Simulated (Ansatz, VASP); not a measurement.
## ZnO: VASP beside Ansatz

```
Zn O
1.0
     3.25651    0.00000    0.00000
    -1.62826    2.82022    0.00000
     0.00000    0.00000    5.25589
Zn O
2 2
Direct
  0.33333 0.66667 0.00154
  0.66667 0.33333 0.50154
  0.33333 0.66667 0.38056
  0.66667 0.33333 0.88056
```

Alike in both runs: functional revPBE; dispersion D3(BJ); k mesh 8 × 8 × 6; occupations gaussian, width 0.05 eV; no spin polarisation.

Ansatz relaxed the structure, and its values are those at the end. VASP's run is a single point on that final structure, the one shown.

```csv
,VASP,Ansatz
version,VASP 6.6.1,Ansatz 0.2.0
potentials or method,"VASP PAW PBE potentials, release 64 (Zn, O)","scalar-relativistic, plane waves, PAW"
plane-wave cutoff (eV),520,420
valence electrons in the cell,36,36
```

|  | VASP | Ansatz | Ansatz less VASP |
| --- | --- | --- | --- |
| gap on the k mesh at the Fermi level (eV) | 0.83 | 0.85 | +0.023 |
| least direct gap on the mesh (eV) | 0.83 | 0.85 | +0.023 |
| pressure (GPa) | 1.3 | 0.2 | -1.09 |
| dispersion energy (meV/atom) | -435.0 | -435.1 | -0.04 |

Caveats: the PAW data sets were made with another functional, which shifts forces and pressure a little (VASP). revPBE gaps usually lie below the measured ones, often by a third to a half.
